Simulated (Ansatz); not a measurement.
CsSnI₃ (started from an entry of an open crystallographic database) at its r2SCAN geometry, run in the plane-wave code Ansatz at 2 levels of theory. No spin polarisation and no zero-point or thermal motion.

The LDA input:
```yaml
crystal:
  lattice:
    - [6.2413961542, 0.0, 0.0]
    - [0.0, 6.2413961542, 0.0]
    - [0.0, 0.0, 6.2413961542]
  atoms:
    - { symbol: Cs, position: [0.0, 0.0, 0.0] }
    - { symbol: Sn, position: [0.5, 0.5, 0.5] }
    - { symbol: I, position: [0.0, 0.5, 0.5] }
    - { symbol: I, position: [0.5, 0.0, 0.5] }
    - { symbol: I, position: [0.5, 0.5, 0.0] }
kpoints:
  mp_grid: { grid: [4, 4, 4] }
  band_path:
    path: [[0.0, 0.0, 0.0], [0.0, 0.5, 0.0], [0.5, 0.5, 0.0], [0.5, 0.5, 0.5]]
    npoints: 1
hamiltonian:
  xc: lda
scf:
  occupations: { method: fixed }
  n_extra_bands: 5
output:
  forces: true
  stress: true
  eigenvalues: true
  write_density: true
  write_potential: true
  elf: true
  volumetric_format: npy
```

Main results, then, where recorded, the levels near the gap in eV from the Fermi energy (columns number the bands from 0), one row a point of the path (Γ, X, M, R):
```
Crystal: 5 atoms, lattice volume = 243.134 Å³
Symmetry: 48 space group operations
Space group: Pm-3m (ITA 221)
```
```
Basis set: ecut = 420 eV, 4729 PW (Γ)
k-points: 10 of 64
SCF converged after 7 iterations
Free energy (F): -33456.336357 eV
Fermi energy:    4.657249 eV
--- Stress (GPa, compression-positive) ---
       -1.529313       0.000000       0.000000
        0.000000      -1.529313       0.000000
        0.000000       0.000000      -1.529313
  P = ⅓ Tr σ = -1.5293 GPa (-15.293 kbar)
```
```tsv
band_34	band_35	band_36	band_37	band_38	band_39
-1.968	-1.968	-1.968	2.035	3.104	3.104
-2.086	-2.086	-1.460	1.129	3.614	3.824
-2.330	-1.540	-0.724	0.813	0.813	3.967
-1.524	-1.524	0.000	0.359	0.359	0.359
```

With LDA the gap is 0.36 eV and direct, at R.

Question: Another run on the same cell gave
```
Basis set: ecut = 500 eV, 6187 PW (Γ)
k-points: 10 of 64
SCF converged after 7 iterations
Free energy (F): -34313.839838 eV
Fermi energy:    4.992351 eV
--- Stress (GPa, compression-positive) ---
        0.011420       0.000000       0.000000
        0.000000       0.011420       0.000000
        0.000000       0.000000       0.011420
  P = ⅓ Tr σ = 0.0114 GPa (0.114 kbar)
```
```tsv
band_34	band_35	band_36	band_37	band_38	band_39
-2.356	-2.356	-2.356	2.606	3.422	3.422
-2.470	-2.470	-1.683	1.231	4.126	4.257
-2.725	-1.924	-0.830	0.922	0.922	4.214
-1.910	-1.910	0.000	0.504	0.504	0.504
```
Which level of theory and mesh gave it?

Answer: It is r2SCAN, on 4×4×4; the blocks that differ from the first input, but for the band path:
```yaml
hamiltonian:
  xc: r2scan
```
The r2SCAN gap is direct at R: 0.50 eV. The mean stress is close to zero (0.01 GPa).

Totals of different functionals can't be compared.

No spin-orbit coupling is included; it can move band edges with weight on the heavy atoms by tenths of an eV.
